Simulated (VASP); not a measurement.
# Li2O (Fm-3m) in VASP: further runs

Runs on Li2O. Level: PBE. Tasks: single point, relaxation of cell and atoms.

Everything below comes from runs of VASP 6.6.1. Logs are shortened: lines on timing, memory, paths and dates and some standing lists are left out, and cuts for length are marked.

## Step 1: The crystal as given

It takes space group Fm-3m (No. 225, cubic). Conventional cell: a = 4.626 Å, b = 4.626 Å, c = 4.626 Å, α = 90.00°, β = 90.00°, γ = 90.00°. Around Li (site symmetry -43m) lie 4 O at 2.00 Å. O (site symmetry m-3m) is surrounded by 8 Li at 2.00 Å.

## Step 2: Single point, PBE

File INCAR:

```
SYSTEM = Li2O
PREC     = Accurate       ! precision mode
ENCUT    = 520            ! plane-wave cutoff, eV
EDIFF    = 1E-7           ! SCF threshold, eV
ISMEAR   = 0              ! smearing method
SIGMA    = 0.02           ! smearing width, eV
LREAL    = .FALSE.        ! projectors in reciprocal space
LASPH    = .TRUE.         ! aspherical terms in the spheres
NELM     = 100            ! most SCF steps
ALGO     = Fast           ! electronic algorithm
ISIF     = 2              ! what is computed and relaxed
LWAVE    = .FALSE.        ! write WAVECAR
LCHARG   = .FALSE.        ! write CHGCAR
GGA      = PE             ! functional
NBANDS   = 13             ! bands
```

File KPOINTS:

```
regular mesh
0
G
  8 8 8
  0 0 0
```

File POSCAR:

```
Li2O
1.0
    0.0000000000      2.3130253907      2.3130253907
    2.3130253907      0.0000000000      2.3130253907
    2.3130253907      2.3130253907      0.0000000000
Li O
2 1
Direct
    0.2500000000      0.2500000000      0.2500000000
    0.7500000000      0.7500000000      0.7500000000
    0.0000000000      0.0000000000      0.0000000000
```

Potentials or basis: VASP PAW PBE potentials, release 64 (Li_sv, O).

Launch:

```sh
$ cat potpaw_PBE.64/Li_sv/POTCAR potpaw_PBE.64/O/POTCAR > POTCAR
$ mpirun -np 1 vasp_std > vasp.out
```

OUTCAR:

```text
SYSTEM = Li2O
   PREC = Accurate
   ENCUT = 520
   EDIFF = 1E-7
   ISMEAR = 0
   LREAL = .FALSE.
   LASPH = .TRUE.
   NELM = 100
   ISIF = 2
   GGA = PE

 ion  position               nearest neighbor table
   1  0.250  0.250  0.250-   3 2.00   3 2.00   3 2.00   3 2.00   2 2.31   2 2.31   2 2.31   2 2.31
                             2 2.31   2 2.31
   2  0.750  0.750  0.750-   3 2.00   3 2.00   3 2.00   3 2.00   1 2.31   1 2.31   1 2.31   1 2.31
                             1 2.31   1 2.31
   3  0.000  0.000  0.000-   2 2.00   2 2.00   2 2.00   1 2.00   2 2.00   1 2.00   1 2.00   1 2.00

  LATTYP: Found a face centered cubic cell.
 ALAT       =     4.6260507814

  Lattice vectors:

 A1 = (   0.0000000000,   2.3130253907,   2.3130253907)
 A2 = (   2.3130253907,   0.0000000000,   2.3130253907)
 A3 = (   2.3130253907,   2.3130253907,   0.0000000000)

Analysis of symmetry for initial positions (statically):
=====================================================================
 Subroutine PRICEL returns:
 Original cell was already a primitive cell.

 Routine SETGRP: Setting up the symmetry group for a
 face centered cubic supercell.

 Subroutine GETGRP returns: Found 48 space group operations
 (whereof 48 operations were pure point group operations)
 out of a pool of 48 trial point group operations.

The static configuration has the point symmetry O_h .

Analysis of symmetry for dynamics (positions and initial velocities):
=====================================================================
 Subroutine PRICEL returns:
 Original cell was already a primitive cell.

 Routine SETGRP: Setting up the symmetry group for a
 face centered cubic supercell.

 Subroutine GETGRP returns: Found 48 space group operations
 (whereof 48 operations were pure point group operations)
 out of a pool of 48 trial point group operations.

The dynamic configuration has the point symmetry O_h .

 Subroutine INISYM returns: Found 48 space group operations
 (whereof 48 operations are pure point group operations),
 and found     1 'primitive' translations

----------------------------------------------------------------------------------------

                                     Primitive cell

  volume of cell :      24.7498

  direct lattice vectors                    reciprocal lattice vectors
     0.000000000  2.313025391  2.313025391    -0.216167104  0.216167104  0.216167104
     2.313025391  0.000000000  2.313025391     0.216167104 -0.216167104  0.216167104
     2.313025391  2.313025391  0.000000000     0.216167104  0.216167104 -0.216167104

  length of vectors
     3.271111878  3.271111878  3.271111878     0.374412407  0.374412407  0.374412407

  position of ions in fractional coordinates (direct lattice)
     0.250000000  0.250000000  0.250000000
     0.750000000  0.750000000  0.750000000
     0.000000000  0.000000000  0.000000000

  ion indices of the primitive-cell ions
   primitive index   ion index
                 1           1
                 2           2
                 3           3

----------------------------------------------------------------------------------------

 KPOINTS: regular mesh

Automatic generation of k-mesh.
 Grid dimensions read from file:
 generate k-points for:    8    8    8

 Generating k-lattice:

  Cartesian coordinates                     Fractional coordinates (reciprocal lattice)
    -0.027020888  0.027020888  0.027020888     0.125000000  0.000000000  0.000000000
     0.027020888 -0.027020888  0.027020888     0.000000000  0.125000000  0.000000000
     0.027020888  0.027020888 -0.027020888     0.000000000  0.000000000  0.125000000

  Length of vectors
     0.046801551  0.046801551  0.046801551

  Shift w.r.t. Gamma in fractional coordinates (k-lattice)
     0.000000000  0.000000000  0.000000000

 Subroutine IBZKPT returns following result:
 ===========================================

 Found     29 irreducible k-points:

 Following reciprocal coordinates:
            Coordinates               Weight
  0.000000  0.000000  0.000000      1.000000
  0.125000  0.000000  0.000000      8.000000
  0.250000  0.000000  0.000000      8.000000
  0.375000  0.000000  0.000000      8.000000
  0.500000  0.000000  0.000000      4.000000
  0.125000  0.125000  0.000000      6.000000
[... 16 lines left out ...]
  0.500000  0.250000  0.125000     48.000000
 -0.375000  0.250000  0.125000     24.000000
 [... further k-points ...]
   k-points           NKPTS =     29   k-points in BZ     NKDIM =     29   number of bands    NBANDS=     13
   number of dos      NEDOS =    301   number of ions     NIONS =      3
   total plane-waves  NPLWV =  13824
   dimension x,y,z NGX =    24 NGY =   24 NGZ =   24
   dimension x,y,z NGXF=    48 NGYF=   48 NGZF=   48
   ions per type =               2   1
   NGX,Y,Z   is equivalent  to a cutoff of  12.20, 12.20, 12.20 a.u.
   NGXF,Y,Z  is equivalent  to a cutoff of  24.39, 24.39, 24.39 a.u.
 SYSTEM =  Li2O
   PREC   = accura    normal or accurate (medium, high low for compatibility)
   ISTART =      0    job   : 0-new  1-cont  2-samecut
   ICHARG =      2    charge: 1-file 2-atom 10-const
   ISPIN  =      1    spin polarized calculation?
   LNONCOLLINEAR =      F non collinear calculations
   LSORBIT =      F    spin-orbit coupling
   LASPH  =      T    aspherical Exc in radial PAW
   ENCUT  =  520.0 eV  38.22 Ry    6.18 a.u.   6.08  6.08  6.08*2*pi/ulx,y,z
   NELM   =    100;   NELMIN=  2; NELMDL= -5     # of ELM steps
   EDIFF  = 0.1E-06   stopping-criterion for ELM
   LREAL  =      F    real-space projection
   EDIFFG = 0.1E-05   stopping-criterion for IOM
   NSW    =      0    number of steps for IOM
   IBRION =     -1    ionic relax: 0-MD 1-quasi-New 2-CG
   NFREE  =      0    steps in history (QN), initial steepest desc. (CG)
   ISIF   =      2    stress and relaxation
   ISYM   =      2    0-nonsym 1-usesym 2-fastsym
   POTIM  = 0.5000    time-step for ionic-motion
   TEBEG  =    0.0;   TEEND  =   0.0 temperature during run
   PSTRESS=    0.0 pullay stress
   NELECT =      12.0000    total number of electrons
   NUPDOWN=      -1.0000    fix difference up-down
   EMIN   =  10.00;   EMAX   =-10.00  energy-range for DOS
   EFERMI =   0.00;   METHOD = LEGACY
   ISMEAR =     0;   SIGMA  =   0.02  broadening in eV -4-tet -1-fermi 0-gaus
   EFERMI_NEDOS =   21; number of points for ismear=-14 and -15
   IALGO  =     68    algorithm
   IMIX   =      4    mixing-type and parameters
     AMIX     =   0.40;   BMIX     =  1.00
     AMIX_MAG =   1.60;   BMIX_MAG =  1.00
  volume/ion in A,a.u.               =       8.25        55.67
  Fermi-wavevector in a.u.,A,eV,Ry     =   1.286110  2.430396 22.505117  1.654079
  Thomas-Fermi vector in A             =   2.418204
   LORBIT       =      0    0 simple, 1 ext, 2 COOP (PROOUT), +10 PAW based schemes
   GGA     = PE    functional components
   LHFCALC =     F    Hartree Fock is set to
   AEXX    =    0.0000 exact exchange contribution
   IVDW    =     0    specifies the selected vdW correction
   LEPSILON=     F    determine dielectric tensor
   LRPA    =     F    only Hartree local field effects (RPA)
 non-spin polarized calculation
 RMM-DIIS sequential band-by-band and
 Gauss-broadening in eV      SIGMA  =   0.02
  energy-cutoff  :      520.00
  volume of cell :       24.75
 maximum number of plane-waves:       684
   NGX = 13   NGY = 13   NGZ = 13

 number of electron      11.9999975 magnetization

 Free energy of the ion-electron system (eV)
  ---------------------------------------------------
  ext. energy  EPLUGINS =         0.00000000
  ---------------------------------------------------
  free energy    TOTEN  =       -14.34725165 eV

  energy without entropy =      -14.34725165  energy(sigma->0) =      -14.34725165

 E-fermi :   1.4536     XC(G=0):  -9.7341

 val. band max:        1.3188338129   @ k =   0.0000   0.0000   0.0000
 cond. band min:       6.2827970532   @ k =   0.5000   0.5000   0.0000
 fundamental gap:      4.9639632403
 Fermi energy:         1.4536059765

 k-point     1 :       0.0000    0.0000    0.0000
  band No.  band energies     occupation
      1     -41.6835      2.00000
      2     -41.3574      2.00000
      3     -14.1224      2.00000
      4       1.3188      2.00000
      5       1.3188      2.00000
      6       1.3188      2.00000
      7       6.5639      0.00000
      8      13.2266      0.00000
      9      13.2266      0.00000
     10      13.2266      0.00000
     11      20.2684      0.00000
     12      20.2684      0.00000
     13      20.2684      0.00000

 k-point     2 :       0.1250    0.0000    0.0000
  band No.  band energies     occupation
      1     -41.6691      2.00000
      2     -41.3682      2.00000
      3     -14.0927      2.00000
      4       0.8101      2.00000
      5       1.2473      2.00000
      6       1.2473      2.00000
      7       6.9820      0.00000
      8      13.2427      0.00000
      9      13.4407      0.00000
     10      13.4407      0.00000
     11      18.9250      0.00000
     12      18.9250      0.00000
     13      20.7783      0.00000

 k-point     3 :       0.2500    0.0000    0.0000
  band No.  band energies     occupation
      1     -41.6291      2.00000
      2     -41.3993      2.00000
      3     -14.0164      2.00000
      4      -0.2262      2.00000
      5       1.0846      2.00000
      6       1.0846      2.00000
      7       7.9787      0.00000
      8      13.0129      0.00000
      9      13.6980      0.00000
     10      13.6980      0.00000
     11      18.0723      0.00000
     12      18.0723      0.00000
     13      22.0458      0.00000
[... 305 lines left out ...]
 k-point    23 :       0.5000    0.2500    0.1250
  band No.  band energies     occupation
      1     -41.5568      2.00000
      2     -41.4573      2.00000
      3     -13.8980      2.00000
      4      -0.8834      2.00000
      5       0.2955      2.00000
      6       0.6802      2.00000
      7       8.7684      0.00000
      8      12.0098      0.00000
      9      14.3617      0.00000
     10      14.8185      0.00000
     11      17.0549      0.00000
     12      20.5609      0.00000
     13      23.7285      0.00000

 k-point    24 :      -0.3750    0.2500    0.1250
  band No.  band energies     occupation
      1     -41.5058      2.00000
      2     -41.5053      2.00000
      3     -13.8700      2.00000
      4      -1.1262      2.00000
      5       0.3200      2.00000
      6       0.5163      2.00000
      7       9.2500      0.00000
      8      11.5359      0.00000
      9      14.3432      0.00000
     10      14.6934      0.00000
     11      18.8053      0.00000
     12      19.1705      0.00000
     13      24.2611      0.00000

 [... further k-points ...]

------------------------ aborting loop because EDIFF is reached ----------------------------------------

  FORCE on cell =-STRESS in cart. coord.  units (eV):
  Direction    XX          YY          ZZ          XY          YZ          ZX
  --------------------------------------------------------------------------------------
  -------------------------------------------------------------------------------------
  Total       -0.0001692     -0.0001692     -0.0001692      0.0000000     -0.0000000     -0.0000000
  in kB       -0.0109505     -0.0109505     -0.0109505      0.0000000     -0.0000000     -0.0000000
  external PRESSURE =      -0.0109505 kB  Pullay stress =       0.0000000 kB

 VOLUME and BASIS-vectors are now :
 -----------------------------------------------------------------------------
  energy-cutoff  :      520.00
  volume of cell :       24.75
      direct lattice vectors                 reciprocal lattice vectors
     0.000000000  2.313025391  2.313025391    -0.216167104  0.216167104  0.216167104
     2.313025391  0.000000000  2.313025391     0.216167104 -0.216167104  0.216167104
     2.313025391  2.313025391  0.000000000     0.216167104  0.216167104 -0.216167104

 POSITION                                       TOTAL-FORCE (eV/Angst)
 -----------------------------------------------------------------------------------
      1.15651      1.15651      1.15651         0.000000      0.000000      0.000000
      3.46954      3.46954      3.46954         0.000000     -0.000000      0.000000
      0.00000      0.00000      0.00000        -0.000000     -0.000000     -0.000000
 -----------------------------------------------------------------------------------
    total drift:                               -0.000000      0.000000      0.000000

  FREE ENERGIE OF THE ION-ELECTRON SYSTEM (eV)
  ---------------------------------------------------
  free  energy   TOTEN  =       -14.3472516450 eV

  energy  without entropy=      -14.3472516450  energy(sigma->0) =      -14.34725165
```

Wall time 8.3 s (1 thread of AMD EPYC 9R45 (Zen 5), shared host); peak memory 0.1 GiB.

Results:

```
Free energy            : -14.3473 eV
Band gap on the k mesh : 4.96 eV, indirect (least direct gap 5.25 eV)
```

Levels at points of the mesh, in eV from the valence-band top:
```csv
k point,band 2,band 3,band 4,band 5,band 6,band 7,band 8,band 9,band 10,band 11
"(0.00, 0.00, 0.00)",-42.68,-15.44,0.00,0.00,0.00,5.25,11.91,11.91,11.91,18.95
"(0.50, 0.00, 0.00)",-42.83,-15.22,-2.76,-0.44,-0.44,9.18,9.78,12.03,12.03,17.79
"(0.50, 0.50, 0.00)",-42.77,-15.17,-1.59,-1.38,-1.38,4.96,13.50,13.50,14.67,15.72
```

Caveat: the cutoff is under 1.25 times the usual one of these potentials, so pressure, stress and relaxed cells hold a basis-set (Pulay) error.

(Continued in part 2 of 2.)
